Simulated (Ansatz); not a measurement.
# Mo (Im-3m) in Ansatz: notebook

Aim: see how the results for Mo move with the level of theory and the settings. Levels: PBEsol, LDA. Tasks: single point, equation of state.

Program: Ansatz 0.2.0. These are calculated values, not measurements. Logs are shortened: lines on timing, memory, paths and dates and some standing lists are left out, and cuts for length are marked.

## 1. Starting point

It takes space group Im-3m (No. 229, cubic). Conventional cell: a = 3.168 Å, b = 3.168 Å, c = 3.168 Å, α = 90.00°, β = 90.00°, γ = 90.00°. Around Mo (site symmetry m-3m) lie 8 Mo at 2.74 Å.

## 2. Single point, PBEsol, 14.65 Å³/atom (strain_xy = -0.04)

input.yaml reads:

```yaml
crystal:
  lattice:
    - [-1.520456613, 1.520456613, 1.5838089719]
    - [1.520456613, -1.520456613, 1.5838089719]
    - [1.520456613, 1.520456613, -1.5838089719]
  atoms:
    - { symbol: Mo, position: [0.0, 0.0, 0.0] }
kpoints:
  mp_grid: { grid: [12, 12, 12] }
scf:
  occupations: { method: fermi_dirac, width: 0.05 }
hamiltonian:
  xc: pbesol
  pseudopotentials: { kind: all_electron, lapw: { basis_error: 0.001 } }
output:
  forces: true
  stress: true
  eigenvalues: true
```

Potentials or basis: all-electron LAPW, scalar-relativistic.

Launch:

```sh
$ ansatz run input.yaml --threads 1 --pin off --max-ram 3072MiB --backend cpu --events-out ev --progress --plain --runs-dir out
```

The program printed:

```text
Warning: RAYON_NUM_THREADS=1 ignored (pool sized by the plan → 1); use --threads N
LAPW: plane waves up to 8.308 Å⁻¹, error target 1.0e-3 eV per atom; small_component_spin mean_spin; Mo in spheres of 1.335 Å, 30 of its electrons in bands, Dirac shells [] (how accurate: hamiltonian.pseudopotentials.lapw.basis_error, Limitations)
Engine: ansatz 0.2.0, x86_64-unknown-linux-gnu
Pseudopotentials: kind: all_electron
Pseudopotential: Mo, LAPW, valence charge 30, lapw/all_electron/scalar/gaussian/Mo, Koelling and Harmon's equation, gaussian nucleus
Functional definition: PBEsol
  exchange = pbesol_x
  correlation = pbesol_c
Crystal: 1 atoms, lattice volume = 14.646 Å³
Basis set: ecut = 262.95166595543236 eV, 141 PW (Γ), exchange–correlation at level 2
Bands: 19, of which v1, the nominal top of the filled ones, is band 15 counted from 1 (14 counted from 0)
Symmetry: 16 space group operations
Space group: I4/mmm (ITA 139), of the structure as read, at distance tolerance 2.4e-5 Å
k-points: 163 of 1728
Non-local potential: Mo, projectors of the file, none
Initial density: superposition of atomic densities (chi_scale 0.1, normalization cell)
Initial wavefunctions: plane waves of lowest kinetic energy (no species holds an atomic orbital)
Functional: x = pbesol(κ = 0.804, μ = 0.12345679012345678), c = pbesol(β = 0.046)
iter 1 solved again at ethr=8.68e-4 eV; its pass at ethr=1.00e-1 eV (dr2=2.60e-1 eV) is discarded
SCF iter   1: F=—  HF=-110119.880507 eV  |F-HF|=—  |Δ(HF+E_count)|=         —  Δρ=5.65e-2  dr2=2.61e-1  ethr=8.68e-4  ⟨swp⟩=2.4  Hψ=19065  notcnv=0
preconditioner: auto → Kerker (q_TF=auto, 3.075 Å⁻¹)  [metal: Δε(μ)=0.069 eV  Ē_g=9.187 eV  σ=0.050 eV  W_gap=0.33  n_scr=12 (ndim 8)  ℏωp=23.8 eV  f_vac=0.000  D(μ)=0.36/eV (n_scr^D=0)]
SCF iter   2: F=—  HF=-110119.307598 eV  |F-HF|=—  |Δ(HF+E_count)|=   5.73e-1  Δρ=2.44e-2  dr2=5.81e-2  ethr=8.68e-4  ⟨swp⟩=2.2  Hψ=9657  notcnv=0
SCF iter   3: F=—  HF=-110119.282420 eV  |F-HF|=—  |Δ(HF+E_count)|=         —  Δρ=1.33e-2  dr2=2.10e-2  ethr=1.94e-4  ⟨swp⟩=2.0  Hψ=8995  notcnv=0
the basis was enlarged: its passes take 553.0 KiB over the memory plan, 1 of 1 planned eigensolver slots
SCF iter   4: F=—  HF=-110119.280714 eV  |F-HF|=—  |Δ(HF+E_count)|=   1.71e-3  Δρ=5.09e-3  dr2=3.90e-3  ethr=7.01e-5  ⟨swp⟩=2.0  Hψ=8620  notcnv=0
iter 5 solved again at ethr=8.31e-7 eV; its pass at ethr=1.30e-5 eV (dr2=2.49e-4 eV) is discarded
SCF iter   5: F=—  HF=-110119.281085 eV  |F-HF|=—  |Δ(HF+E_count)|=   3.72e-4  Δρ=1.32e-3  dr2=2.49e-4  ethr=8.31e-7  ⟨swp⟩=2.0  Hψ=15213  notcnv=0
SCF iter   6: F=—  HF=-110119.281077 eV  |F-HF|=—  |Δ(HF+E_count)|=   7.87e-6  Δρ=2.84e-4  dr2=5.76e-6  ethr=8.30e-7  ⟨swp⟩=2.0  Hψ=8992  notcnv=0
SCF iter   7: F=-110119.281077 eV  HF=-110119.281077 eV  |F-HF|=2.47e-8  |Δ(HF+E_count)|=   1.86e-7  Δρ=2.02e-5  dr2=2.30e-8  ethr=1.92e-8  ⟨swp⟩=2.0  Hψ=8992  notcnv=0
SCF 1 converged in 7 iterations: F = -110119.281077 eV  dr2 = 2.30e-8
SCF converged after 7 iterations
Free energy (F): -110119.281077 eV
Harris-Foulkes:  -110119.281077 eV  (|F-HF|=2.47e-8)
Internal energy: -110119.278225 eV  (E = F + TS)
E sigma→0 (E₀):  -110119.279651 eV
Entropy (-TS):   -0.002852 eV (-2.852 meV/atom)
Fermi energy:    25.044336 eV
--- Per-component energies (eV) ---
  E_band       = -4025.549182
  E_kinetic    = 114111.839011
  E_xc         = -3312.944905
  E_electrostatic = -220918.172331  (all electrons and nuclei)
  E_smearing   = -0.002852  (= −TS)
  E_closure    = 0.000000  (closes the sum)
  E_atoms      = -110107.552781  (free atoms, spherical and without spin; not in F)
  Σ components = -110119.281077   (vs F -110119.281077, Δ=0.00e0)
  Basis errors (estimates in eV, not in F): energy 2.4e-4 per atom: plane waves 2.0e-4 (1.0e-4 summed), levels above the bands 3.5e-89, relativity 9.3e-9, radial functions 4.3e-5, core shells 3.1e-7; eigenvalues (radial functions only) 2.3e-6; not estimated: angular momenta, meshes, grids; target (lapw.basis_error) 1.0e-3; muffin-tin radii Mo 1.335 Å
--- Forces (eV/Å), atoms counted from 1 ---
  atom   1  Mo    -0.00000000     0.00000000    -0.00000000
  max |Σ_I F_I| component: 1.58e-30 eV/Å
--- Stress (GPa, compression-positive) ---
       19.656303       0.000000       0.000000
        0.000000      19.656303       0.000000
        0.000000       0.000000       3.426952
  P = ⅓ Tr σ = 14.2465 GPa (142.465 kbar)
--- Band table (eV; the first three rows and the last of 163) ---
  k-point 0: bands = ["-350.2979", "-350.2910", "-350.2910", "-192.4778", "-192.4694", "-192.4446", "-192.4446", "-192.4415", "-36.0962", "-9.2137", "-9.2016", "-9.2016", "17.6443", "23.4737", "23.4737", "23.9695", "26.5402", "27.1871", "39.3521"]
  k-point 1: bands = ["-350.2979", "-350.2910", "-350.2910", "-192.4778", "-192.4694", "-192.4446", "-192.4446", "-192.4415", "-36.0730", "-9.3260", "-9.2543", "-9.2056", "17.9814", "23.2637", "23.7956", "23.9002", "26.5754", "26.9161", "39.9316"]
  k-point 2: bands = ["-350.2979", "-350.2910", "-350.2910", "-192.4778", "-192.4694", "-192.4446", "-192.4446", "-192.4415", "-36.0094", "-9.6578", "-9.3636", "-9.2164", "18.8556", "22.7374", "23.6366", "24.7316", "26.5820", "26.7021", "40.8138"]
  k-point 162: bands = ["-350.2979", "-350.2910", "-350.2910", "-192.4778", "-192.4694", "-192.4446", "-192.4446", "-192.4415", "-35.5134", "-10.4812", "-10.3315", "-10.3315", "19.0751", "19.1927", "29.4102", "29.5707", "29.5707", "33.9508", "35.0047"]
```

Run time: 7.6 s. Hardware: 1 thread of Intel Xeon 6975P-C (Granite Rapids), shared host; peak memory 0.38 GiB.

What came out:

```yaml
Free_energy: -110119.2811 eV
Pressure: 14.2 GPa
Band_gap_on_the_k_mesh: none (metal or under the smearing width)
```

## 3. Single point, PBEsol, 15.26 Å³/atom (strain_xy = -0.02)

input.yaml, as its differences from that of step 2:

```diff
@@ -2,5 +2,5 @@
   lattice:
-    - [-1.520456613, 1.520456613, 1.5838089719]
-    - [1.520456613, -1.520456613, 1.5838089719]
-    - [1.520456613, 1.520456613, -1.5838089719]
+    - [-1.5521327925, 1.5521327925, 1.5838089719]
+    - [1.5521327925, -1.5521327925, 1.5838089719]
+    - [1.5521327925, 1.5521327925, -1.5838089719]
   atoms:
```

Potentials or basis: all-electron LAPW, scalar-relativistic.

Launch:

```sh
$ ansatz run input.yaml --threads 1 --pin off --max-ram 3072MiB --backend cpu --events-out ev --progress --plain --runs-dir out
```

Run time: 7.3 s. Hardware: 1 thread of Intel Xeon 6975P-C (Granite Rapids), shared host; peak memory 0.37 GiB.

Results (log left out):

| Item | Value |
| --- | --- |
| Free energy | -110119.3251 eV |
| Pressure | 1.1 GPa |
| Band gap on the k mesh | none (metal or under the smearing width) |

## 4. Single point, LDA, 14.94 Å³/atom (volume scaled by 0.94)

input.yaml reads:

```yaml
crystal:
  lattice:
    - [-1.5514772677, 1.5514772677, 1.5514772677]
    - [1.5514772677, -1.5514772677, 1.5514772677]
    - [1.5514772677, 1.5514772677, -1.5514772677]
  atoms:
    - { symbol: Mo, position: [0.0, 0.0, 0.0] }
kpoints:
  mp_grid: { grid: [12, 12, 12] }
scf:
  occupations: { method: fermi_dirac, width: 0.05 }
hamiltonian:
  xc: lda
  pseudopotentials: { kind: all_electron, lapw: { basis_error: 0.001 } }
output:
  forces: true
  stress: true
  eigenvalues: true
```

Launch:

```sh
$ ansatz run input.yaml --threads 1 --pin off --max-ram 3072MiB --backend cpu --events-out ev --progress --plain --runs-dir out
```

Wall time 3.6 s (1 thread of AMD EPYC 7R13 (Zen 3), shared host); peak memory 0.28 GiB.

It converged, with:

```
Free energy            : -110064.8375 eV
Pressure               : 2.5 GPa
Band gap on the k mesh : none (metal or under the smearing width)
```

## 5. Single point, LDA, 15.26 Å³/atom (volume scaled by 0.96)

input.yaml, as its differences from that of step 4:

```diff
@@ -2,5 +2,5 @@
   lattice:
-    - [-1.5514772677, 1.5514772677, 1.5514772677]
-    - [1.5514772677, -1.5514772677, 1.5514772677]
-    - [1.5514772677, 1.5514772677, -1.5514772677]
+    - [-1.562403524, 1.562403524, 1.562403524]
+    - [1.562403524, -1.562403524, 1.562403524]
+    - [1.562403524, 1.562403524, -1.562403524]
   atoms:
```

Launch:

```sh
$ ansatz run input.yaml --threads 1 --pin off --max-ram 3072MiB --backend cpu --events-out ev --progress --plain --runs-dir out
```

Run time: 3.8 s. Hardware: 1 thread of AMD EPYC 7R13 (Zen 3), shared host; peak memory 0.28 GiB.

Results (log left out):

```
Free energy            : -110064.8362 eV
Pressure               : -3.7 GPa
Band gap on the k mesh : none (metal or under the smearing width)
```

## 6. Single point, LDA, 15.57 Å³/atom (volume scaled by 0.98)

input.yaml, as its differences from that of step 5:

```diff
@@ -2,5 +2,5 @@
   lattice:
-    - [-1.562403524, 1.562403524, 1.562403524]
-    - [1.562403524, -1.562403524, 1.562403524]
-    - [1.562403524, 1.562403524, -1.562403524]
+    - [-1.5731790612, 1.5731790612, 1.5731790612]
+    - [1.5731790612, -1.5731790612, 1.5731790612]
+    - [1.5731790612, 1.5731790612, -1.5731790612]
   atoms:
```

Potentials or basis: all-electron LAPW, scalar-relativistic.

Launch:

```sh
$ ansatz run input.yaml --threads 1 --pin off --max-ram 3072MiB --backend cpu --events-out ev --progress --plain --runs-dir out
```

Run time: 3.9 s. Hardware: 1 thread of AMD EPYC 7R13 (Zen 3), shared host; peak memory 0.28 GiB.

The run converged. Its results:

```yaml
Free_energy: -110064.8234 eV
Pressure: -9.2 GPa
Band_gap_on_the_k_mesh: none (metal or under the smearing width)
```

## 7. Single point, LDA, 15.89 Å³/atom

input.yaml, as its differences from that of step 6:

```diff
@@ -2,5 +2,5 @@
   lattice:
-    - [-1.5731790612, 1.5731790612, 1.5731790612]
-    - [1.5731790612, -1.5731790612, 1.5731790612]
-    - [1.5731790612, 1.5731790612, -1.5731790612]
+    - [-1.5838089719, 1.5838089719, 1.5838089719]
+    - [1.5838089719, -1.5838089719, 1.5838089719]
+    - [1.5838089719, 1.5838089719, -1.5838089719]
   atoms:
```

Launch:

```sh
$ ansatz run input.yaml --threads 1 --pin off --max-ram 3072MiB --backend cpu --events-out ev --progress --plain --runs-dir out
```

Wall time 3.9 s (1 thread of AMD EPYC 7R13 (Zen 3), shared host); peak memory 0.28 GiB.

Results (log left out):

- Free energy: -110064.8001 eV
- Pressure: -14.1 GPa
- Band gap on the k mesh: none (metal or under the smearing width)

## 8. Single point, LDA, 16.21 Å³/atom (volume scaled by 1.02)

input.yaml, as its differences from that of step 7:

```diff
@@ -2,5 +2,5 @@
   lattice:
-    - [-1.5838089719, 1.5838089719, 1.5838089719]
-    - [1.5838089719, -1.5838089719, 1.5838089719]
-    - [1.5838089719, 1.5838089719, -1.5838089719]
+    - [-1.5942980787, 1.5942980787, 1.5942980787]
+    - [1.5942980787, -1.5942980787, 1.5942980787]
+    - [1.5942980787, 1.5942980787, -1.5942980787]
   atoms:
```

Launch:

```sh
$ ansatz run input.yaml --threads 1 --pin off --max-ram 3072MiB --backend cpu --events-out ev --progress --plain --runs-dir out
```

It took 4 s on 1 thread of AMD EPYC 7R13 (Zen 3), shared host; peak memory 0.28 GiB.

Results (log left out):

| Quantity | Value |
| --- | --- |
| Free energy | -110064.7676 eV |
| Pressure | -18.6 GPa |
| Band gap on the k mesh | none (metal or under the smearing width) |

## 9. Single point, LDA, 16.53 Å³/atom (volume scaled by 1.04)

input.yaml, as its differences from that of step 8:

```diff
@@ -2,5 +2,5 @@
   lattice:
-    - [-1.5942980787, 1.5942980787, 1.5942980787]
-    - [1.5942980787, -1.5942980787, 1.5942980787]
-    - [1.5942980787, 1.5942980787, -1.5942980787]
+    - [-1.6046509537, 1.6046509537, 1.6046509537]
+    - [1.6046509537, -1.6046509537, 1.6046509537]
+    - [1.6046509537, 1.6046509537, -1.6046509537]
   atoms:
```

Potentials or basis: all-electron LAPW, scalar-relativistic.

Launch:

```sh
$ ansatz run input.yaml --threads 1 --pin off --max-ram 3072MiB --backend cpu --events-out ev --progress --plain --runs-dir out
```

It took 3.9 s on 1 thread of AMD EPYC 7R13 (Zen 3), shared host; peak memory 0.28 GiB.

Results (log left out):

* Free energy: -110064.7268 eV
* Pressure: -22.5 GPa
* Band gap on the k mesh: none (metal or under the smearing width)

## 10. Single point, LDA, 16.85 Å³/atom (volume scaled by 1.06)

input.yaml, as its differences from that of step 9:

```diff
@@ -2,5 +2,5 @@
   lattice:
-    - [-1.6046509537, 1.6046509537, 1.6046509537]
-    - [1.6046509537, -1.6046509537, 1.6046509537]
-    - [1.6046509537, 1.6046509537, -1.6046509537]
+    - [-1.614871936, 1.614871936, 1.614871936]
+    - [1.614871936, -1.614871936, 1.614871936]
+    - [1.614871936, 1.614871936, -1.614871936]
   atoms:
```

Launch:

```sh
$ ansatz run input.yaml --threads 1 --pin off --max-ram 3072MiB --backend cpu --events-out ev --progress --plain --runs-dir out
```

Wall time 3.9 s (1 thread of AMD EPYC 7R13 (Zen 3), shared host); peak memory 0.28 GiB.

Results (log left out):

| Property | Result |
| --- | --- |
| Free energy | -110064.6786 eV |
| Pressure | -26.0 GPa |
| Band gap on the k mesh | none (metal or under the smearing width) |

## 11. Equation of state, LDA

This step only gathers the single runs of the series.

What came out:

```
Equilibrium volume                      : 15.06 Å³/atom
Bulk modulus                            : 296 GPa
Pressure derivative of the bulk modulus : 4.3
```

Energy against volume, from the lowest point:
```tsv
volume (Å³/atom)	energy (meV/atom)
14.938	0.00
15.256	1.27
15.574	14.13
15.892	37.37
16.209	69.88
16.527	110.67
16.845	158.86
```
